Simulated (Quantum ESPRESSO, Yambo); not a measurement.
# Quasiparticle gap of CsH (Fm-3m) in Yambo, part 2 of 3

Wanted: ground state, empty states, screening and self-energy for CsH (Fm-3m).

Quantum ESPRESSO 7.5 and Yambo 5.3.0; PBEsol and many-body steps on it, plane waves. Known limits of the many-body steps: not at the basis limit; no spin-orbit coupling.

So far. Step 2 (Ground state): The gap is direct, at (0.000, 0.000, -0.500). Step 3 (Bands along the symmetry lines): The gap is 2.149 eV, as in the run before at this level.

The database entry behind the starting cell differs from later determinations by our own check (0.1 to 0.3 % short, probably kX units), so it need not match the best structure at ambient conditions.

## (4) Empty states on the mesh, 4×4×4 mesh, 49 bands

Level of this step: DFT, PBEsol, plane waves, norm-conserving pseudopotentials (Quantum ESPRESSO).

The sums over transitions need many empty states on a uniform mesh; this step solves for them.

The input, pw.in:

```
&control
  calculation = 'nscf'
  prefix = 'x'
  outdir = 'o'
  pseudo_dir = 'pseudo'
/
&system
  ibrav = 0
  nat = 2
  ntyp = 2
  ecutwfc = 64.0
  nbnd = 49
  force_symmorphic = .true.
/
&electrons
  conv_thr = 1e-9
  electron_maxstep = 80
  diago_full_acc = .true.
  diago_thr_init = 5e-6
/
ATOMIC_SPECIES
  Cs 132.91 Cs.upf
  H 1.008 H.upf
CELL_PARAMETERS angstrom
  -0.0000000000 3.1880000000 3.1880000000
  3.1880000000 -0.0000000000 3.1880000000
  3.1880000000 3.1880000000 -0.0000000000
ATOMIC_POSITIONS crystal
  Cs 0.0000000000 0.0000000000 0.0000000000
  H 0.5000000000 0.5000000000 0.5000000000
K_POINTS automatic
  4 4 4 0 0 0
```

On the command line:

```bash
$ OMP_NUM_THREADS=1 mpirun -n 4 pw.x -nk 4 -in pw.in > pw.out
```

What it wrote:

```text
[banner, memory and clock lines left out]
Program PWSCF v.7.5 starts

     Atomic positions and unit cell read from directory:
     o/x.save/

     Message from routine setup:
     using ibrav=0 with symmetry is DISCOURAGED, use correct ibrav instead

     G-vector sticks info

     bravais-lattice index     =            0
     lattice parameter (alat)  =       8.5199  a.u.
     unit-cell volume          =     437.3021 (a.u.)^3
     number of atoms/cell      =            2
     number of atomic types    =            2
     number of electrons       =        10.00
     number of Kohn-Sham states=           49
     kinetic-energy cutoff     =      64.0000  Ry
     charge density cutoff     =     256.0000  Ry
     Exchange-correlation= PBESOL
                           (   1   4  10   8   0   0   0)

     celldm(1)=   8.519854  celldm(2)=   0.000000  celldm(3)=   0.000000
     celldm(4)=   0.000000  celldm(5)=   0.000000  celldm(6)=   0.000000

     crystal axes: (cart. coord. in units of alat)
               a(1) = (  -0.000000   0.707107   0.707107 )
               a(2) = (   0.707107  -0.000000   0.707107 )
               a(3) = (   0.707107   0.707107  -0.000000 )

     reciprocal axes: (cart. coord. in units 2 pi/alat)
               b(1) = ( -0.707107  0.707107  0.707107 )
               b(2) = (  0.707107 -0.707107  0.707107 )
               b(3) = (  0.707107  0.707107 -0.707107 )
     Pseudo is Norm-conserving + core correction, Zval =  9.0
     Generated using ONCVPSP code by D. R. Hamann
     Using radial grid of 2384 points,  8 beta functions with:
     Pseudo is Norm-conserving, Zval =  1.0
     Generated using ONCVPSP code by D. R. Hamann
     Using radial grid of 1180 points,  3 beta functions with:
     Cs                9.00   132.91000     Cs( 1.00)
     H                 1.00     1.00800     H ( 1.00)

     48 Sym. Ops., with inversion, found

   Cartesian axes

     site n.     atom                  positions (alat units)
         1        Cs     tau(   1) = (   0.0000000   0.0000000   0.0000000  )
         2        H      tau(   2) = (   0.7071068   0.7071068   0.7071068  )

     number of k points=     8
                       cart. coord. in units 2pi/alat
        k(    1) = (   0.0000000   0.0000000   0.0000000), wk =   0.0312500
        k(    2) = (   0.1767767   0.1767767  -0.1767767), wk =   0.2500000
        k(    3) = (  -0.3535534  -0.3535534   0.3535534), wk =   0.1250000
[...]
k(    7) = (  -0.7071068   0.0000000   0.0000000), wk =   0.0937500
        k(    8) = (  -0.7071068   0.3535534   0.0000000), wk =   0.1875000

     Dense  grid:    30395 G-vectors     FFT dimensions: (  45,  45,  45)

     The potential is recalculated from file :
     o/x.save/charge-density

     Starting wfcs are    6 randomized atomic wfcs +   43 random wfcs

     Band Structure Calculation

     End of band structure calculation

          k = 0.0000 0.0000 0.0000 (  3767 PWs)   bands (ev):

   -18.1919  -4.6243  -4.6243  -4.6243   1.4858   8.4061   8.4061   8.4061
     9.0751  10.1795  10.1795  11.5075  12.4164  12.4164  12.4164  17.7957
    17.7957  17.7957  19.6365  19.6365  19.6365  20.3920  22.5956  22.5956
[...]
39.9878

          k = 0.1768 0.1768-0.1768 (  3762 PWs)   bands (ev):

[...]
38.3926

          k =-0.3536-0.3536 0.3536 (  3798 PWs)   bands (ev):

[...]
28.9293  28.9293  30.3254  30.3254  30.9558  31.8720  33.1381  33.1381
    33.3513  36.0448  36.0448  38.1404  38.3090  38.3173  38.3173  40.3131
    40.3131

          k = 0.3536 0.0000 0.0000 (  3767 PWs)   bands (ev):

     [... further k-points ...]

     highest occupied, lowest unoccupied level (ev):     3.2614    5.4106

     XML data file, pseudopotentials, collected wavefunctions
```

The job ended after 5.2 s (4 MPI ranks of Arm Neoverse V1, shared host; peak memory 0.26 GiB).

Numbers from this step:

| Quantity | Value |
| --- | --- |
| gap | 2.149 eV |
| k of the valence top | 0, 0, -0.5 |
| k of the conduction bottom | 0, 0, -0.5 |
| least direct gap | 2.149 eV |
| k points computed | 8 |
| lowest point of the top converged band, above the valence top | 35.10 eV |

On this mesh the gap is 2.149 eV.

## (5) Conversion and set-up

This step: Yambo 5.3.0; conversion and set-up on PBEsol, plane waves, norm-conserving pseudopotentials.

The states are converted to the many-body program's format and the q mesh is built.

On the command line:

```bash
$ (cd o/x.save; p2y > p2y.log; mv SAVE ../..); yambo > setup.log
```

What it wrote:

```text
 Yambo, version 5.3.0

 [02] CORE Variables Setup
 =========================

  [02.01] Unit cells
  ==================

  Cell kind             :  FCC
  Atoms in the cell     :  Cs  H
  number of Cs atoms    :  1
  number of H  atoms    :  1

  List of atomic masses
  Mass of Cs    :  132.9100
  Mass of H     :  1.008000

  List of atomic coordinates    : [cc]
  Cs1       :  0.000000  0.000000  0.000000  order 1
  H1       :  6.024447  6.024447  6.024447  order 2

  Alat factors          :  6.024447  6.024447  6.024447 [a.u.]
  Direct lattice volume :  437.3021 [a.u.]
  Direct lattice vectors:  A[ 1 ]  A[ 2 ]  A[ 3 ]
   A[ 1 ]: -0.000000  1.000000  1.000000  [iru]
  -0.000000  6.024447  6.024447  [cc]
   A[ 2 ]:  1.000000 -0.000000  1.000000  [iru]
   6.024447 -0.000000  6.024447  [cc]
   A[ 3 ]:  1.000000  1.000000 -0.000000  [iru]
   6.024447  6.024447 -0.000000  [cc]

  Recip. lattice volume :  0.567229 [a.u.]
  Recip. lattice vectors:  B[ 1 ]  B[ 2 ]  B[ 3 ]
   B[ 1 ]: -0.500000  0.500000  0.500000  [iku]
  -0.521474  0.521474  0.521474  [cc]
   B[ 2 ]:  0.500000 -0.500000  0.500000  [iku]
   0.521474 -0.521474  0.521474  [cc]
   B[ 3 ]:  0.500000  0.500000 -0.500000  [iku]
   0.521474  0.521474 -0.521474  [cc]

  [02.02] Symmetries
  ==================

  Inversion symmetry    : yes
  Spatial inversion     : yes
  Inversion index       :  25
  K-space Time-reversal : no
  Magnetic symmetries   : no
  Group table correct   : yes
  Symmetries units      :  [cc]

   [S  1]:   1.0000     -0.18994E-16 -0.18994E-16 -0.18994E-16   1.0000      0.18994E-16  0.18994E-16  0.18994E-16   1.0000
   [S  2]:  -1.0000      0.18994E-16 -0.18994E-16  0.18994E-16  -1.0000      0.18994E-16 -0.18994E-16 -0.18994E-16   1.0000
   [S  3]:  -1.0000     -0.18994E-16  0.18994E-16  0.18994E-16   1.0000     -0.18994E-16 -0.18994E-16  0.18994E-16  -1.0000
[...]
[... 36 further rows ...]
   [S 47]: -0.18994E-16   1.0000      0.18994E-16  0.18994E-16 -0.18994E-16  -1.0000       1.0000      0.18994E-16 -0.18994E-16
   [S 48]: -0.18994E-16  -1.0000     -0.18994E-16  0.18994E-16  0.18994E-16   1.0000       1.0000     -0.18994E-16  0.18994E-16

  [02.03] Reciprocal space
  ========================

  nG shells         :   317
  nG charge         :  30395
  nG WFs            :   4635
  nC WFs            :   3828
  G-vecs. in first 31 shells:  [ Number ]
     1    9   15   27   51   59   65   89  113
    137   169   181   229   259   283   307   331   339
    387   411   459   531   537   561   609   645   701
    725   749   821   869
  ...
  Shell energy in first 31 shells:  [ mHa ]
    0.00000      407.903      543.870      1087.74      1495.64      1631.61      2175.48      2583.38      2719.35
    3263.22      3671.12      4350.96      4758.87      4894.83      5438.70      5846.61      5982.57      6526.44
[...]
IBZ K-points                                      :   8
  BZ  K-points                                      :   64

  K/Q-points units:
  rlu = crystal or reduced units; cc = cartesian coordinates; iku = interal k-units

  K [1]          [rlu]:  0.000000  0.000000  0.000000
         WF components:   3767
  K [2]          [rlu]: -0.48926E-17 -0.48926E-17  0.25000
         WF components:   3762
  K [3]          [rlu]:  0.97851E-17  0.97851E-17 -0.50000
         WF components:   3798
  K [4]          [rlu]:  0.66107E-17  0.25000      0.25000
         WF components:   3767
  K [5]          [rlu]: -0.14221E-16  0.25000     -0.50000
         WF components:   3779
  [... 2 further k-points ...]
  K [8]          [rlu]:  0.250000 -0.500000 -0.250000
         WF components:   3828

  [02.05] Energies & Occupations
  ==============================

  [X] === General ===
  [X] Electronic Temperature                        :  0.000000  0.000000 [eV K]
  [X] Bosonic    Temperature                        :  0.000000  0.000000 [eV K]
  [X] Finite Temperature mode                       : no
  [X] El. density                                   :  0.15432E+24 [cm-3]
  [X] Fermi Level                                   :  3.261446 [eV]

  [X] === Gaps and Widths ===
  [X] Conduction Band Min                           :  2.149182 [eV]
  [X] Valence Band Max                              :  0.000000 [eV]
  [X] Filled Bands                                  :   5
  [X] Empty Bands                                   :    6   49
  [X] Direct Gap                                    :  2.149182 [eV]
  [X] Direct Gap localized at k                     :  3
  [X] Indirect Gap                                  :  2.149182 [eV]
  [X] Indirect Gap between kpts                     :  3  3
  [X] Last valence band width                       :  1.775611 [eV]
  [X] 1st conduction band width                     :  2.995424 [eV]

  E @ K [1]:  [eV]
  -21.45331  -7.88570  -7.88570  -7.88570  -1.77561   5.14461   5.14461   5.14461
    5.81364   6.91804   6.91804   8.24602   9.15496   9.15496   9.15496  14.53428
  occ @ K [1]
   2.000000  2.000000  2.000000  2.000000  2.000000  0.000000  0.000000  0.000000
[...]
E @ K [2]:  [eV]
[...]
occ @ K [2]
[...]
E @ K [3]:  [eV]
[...]
occ @ K [3]
[...]
E @ K [4]:  [eV]
[...]
occ @ K [4]
[...]
E @ K [5]:  [eV]
[...]
occ @ K [5]
[...]
[... 2 further k-points ...]
  E @ K [8]:  [eV]
[...]
occ @ K [8]
   2.000000  2.000000  2.000000  2.000000  2.000000  0.000000  0.000000  0.000000
   0.000000  0.000000  0.000000  0.000000  0.000000  0.000000  0.000000  0.000000

 [03] Transferred momenta grid and indexing
 ==========================================

 IBZ Q-points                                      :   8
 BZ  Q-points                                      :   64

 K/Q-points units:
 rlu = crystal or reduced units; cc = cartesian coordinates; iku = interal k-units

 Q [1]          [rlu]:  0.000000  0.000000  0.000000
 Q [2]          [rlu]: -0.48926E-17 -0.48926E-17  0.25000
 Q [3]          [rlu]:  0.97851E-17  0.97851E-17 -0.50000
[...]
Q [7]          [rlu]: -0.13221E-16 -0.50000     -0.50000
 Q [8]          [rlu]:  0.250000 -0.500000 -0.250000

  [03.01] X indexes
  =================

   [03.01.01] Sigma indexes
   ========================

 [06] Game Over & Game summary
```

Run time: 2.7 s. Hardware: 1 MPI rank; peak memory 0.25 GiB.

(Part 2 of 3 ends here.)

[Paths, hosts, dates, memory and timing lines, banners, echoed tables and standing remarks are left out of the program output.]

[Logs are printed without paths, hosts, clocks, repeated set-up lines and the standing remarks that a program may print on its own settings, such as how far it seeks lower states.]

[Runs of the session that timed out or met a known fault of the program may be left out.]

[Hosts, paths, dates, database ids (printed as entryN), source tags and the programs' standing remarks are cut or masked in the printed files.]
